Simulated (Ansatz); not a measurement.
Free-standing chains of the atoms of Zr, named by their start (strip: triangular double chain, ladder: square double chain); atoms and period are relaxed, and energies count from relaxed bulk Zr (Fm-3m, not its usual structure, 23.20 Å³/atom, gap on the mesh 0.00 eV).

These are results of DFT PBE, scalar-relativistic, plane waves, PAW in Ansatz 0.2.0, not measurements.

Cutoff 420 eV, Gaussian smearing of 0.05 eV, energies at zero smearing, symmetry of each start kept, collinear spin where a moment is listed.

```csv
start,atoms,k mesh,excess energy (eV per host atom),period (Å),highest filled level or Fermi level under vacuum (eV),size of the moment (μB per cell)
linear chain,1,1×1×22,3.702,2.531,3.75,0.72
zigzag chain,2,1×1×13,3.367,4.232,-,0.62
ladder chain,4,1×1×11,2.979,5.489,-,0.00
strip chain,2,1×1×21,2.385,2.849,-,0.50
```

Zero in every row: gap on the mesh (eV).

Each run keeps its start's symmetry and one magnetic start, so lower states can exist. Rows stand on unlike meshes and boxes, so starts that end alike can differ by a few hundredths of an eV per atom.

Cost: 4 runs of about 9.4 core-minutes in all, on Intel Xeon Platinum 8375C (Ice Lake) (shared hosts).